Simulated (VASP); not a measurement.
Crystal: HfO2.

```
Hf O
1.0
     3.55802    0.00000    0.00000
     0.00000    3.55802    0.00000
     0.00000    0.00000    5.17186
Hf O
2 4
Direct
  0.00000 0.00000 0.00000
  0.50000 0.50000 0.50000
  0.00000 0.50000 0.19721
  0.50000 0.00000 0.30279
  0.50000 0.00000 0.80279
  0.00000 0.50000 0.69721
```

Measurements of this composition are mostly on another form, of space group No. 14.

Base run:

```yaml
Program: VASP 6.6.1
Functional: PBE
Potentials_or_basis: VASP PAW PBE potentials, release 64 (Hf_pv, O)
Cutoff: 520 eV
k_mesh: 8 × 8 × 5
Occupations: fermi-dirac, width 0.05 eV
Spin: no spin polarisation
```

Its results: band gap on the k mesh 4.76 eV, indirect (least direct gap 4.83 eV); pressure 6.5 GPa; largest force 0.099 eV/Å.

The run is repeated on the same cell with these changes: functional from PBE to PBEsol. What comes out?

Band gap on the k mesh 4.64 eV, indirect (least direct gap 4.71 eV); pressure -1.4 GPa; largest force 0.062 eV/Å.

PBEsol binds more tightly than PBE, so the same cell stands under less pressure.

Caveats: spin-orbit coupling is left out, which moves the levels of the heavy elements; an odd mesh through Γ misses points on the zone boundary, where band edges often lie; the PAW data sets were made with another functional, which shifts forces and pressure a little (some runs).

Not every run made on this cell is shown here.
